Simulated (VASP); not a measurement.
Write the native input for VASP 6.6.1 that does the following.

```
Task                   : relaxation of cell and atoms
Functional             : PBEsol
Potentials or basis    : VASP PAW PBE potentials, release 64 (Sn_d, Te)
Cutoff                 : 600 eV
k mesh                 : 12 × 12 × 12
Occupations            : gaussian, width 0.1 eV
Spin                   : no spin polarisation
Further INCAR settings : ALGO = Fast; EDIFF = 1e-07; IBRION = 2; EDIFFG = -0.005; NSW = 90; ISIF = 3
```

The structure of SnTe lies in POSCAR:

```
SnTe
1.0
    0.0000000000      3.1858130700      3.1858130700
    3.1858130700      0.0000000000      3.1858130700
    3.1858130700      3.1858130700      0.0000000000
Sn Te
1 1
Direct
    0.0000000000      0.0000000000      0.0000000000
    0.5000000000      0.5000000000      0.5000000000
```

The cell is a database's computed one.

One way to write it, as run:

INCAR

```
SYSTEM = SnTe
ALGO     = Fast           ! electronic algorithm
EDIFF    = 1E-7           ! SCF threshold, eV
EDIFFG   = -0.005         ! ionic threshold
ENCUT    = 600            ! plane-wave cutoff, eV
GGA      = PS             ! functional
IBRION   = 2              ! ionic algorithm
ISIF     = 3              ! what is computed and relaxed
ISMEAR   = 0              ! smearing method
LASPH    = .TRUE.         ! aspherical terms in the spheres
LCHARG   = .FALSE.        ! write CHGCAR
LREAL    = .FALSE.        ! projectors in reciprocal space
LWAVE    = .FALSE.        ! write WAVECAR
NELM     = 100            ! most SCF steps
NSW      = 90             ! ionic steps
PREC     = Accurate       ! precision mode
SIGMA    = 0.1            ! smearing width, eV
```

KPOINTS

```
k-points
0
G
  12 12 12
  0 0 0
```

Potentials or basis: VASP PAW PBE potentials, release 64 (Sn_d, Te).

Run with:

```bash
$ cat potpaw_PBE.64/Sn_d/POTCAR potpaw_PBE.64/Te/POTCAR > POTCAR
$ mpirun -np 1 vasp_std > vasp.out
```

It gave:

```yaml
Relaxed_volume: 31.11 Å³/atom
Relaxed_cell: a = 4.448 Å, b = 4.448 Å, c = 4.448 Å, α = 60.00°, β = 60.00°, γ = 60.00°
Space_group_after_relaxing_to_0.05_Å: Fm-3m (No. 225)
Energy_gained_by_relaxing: 6.6 meV/atom
Ionic_steps: 3
Pressure_after_relaxing: 0.0 GPa
Band_gap_on_the_k_mesh: 0.16 eV, direct
```

Caveat: the PAW data sets were made with another functional, which shifts forces and pressure a little; spin-orbit coupling is left out, which moves the levels of the heavy elements.

Wall time 73 s on 1 thread of Intel(R) Xeon(R) 6975P-C (Granite Rapids), on a shared host, peak memory 0.27 GiB.
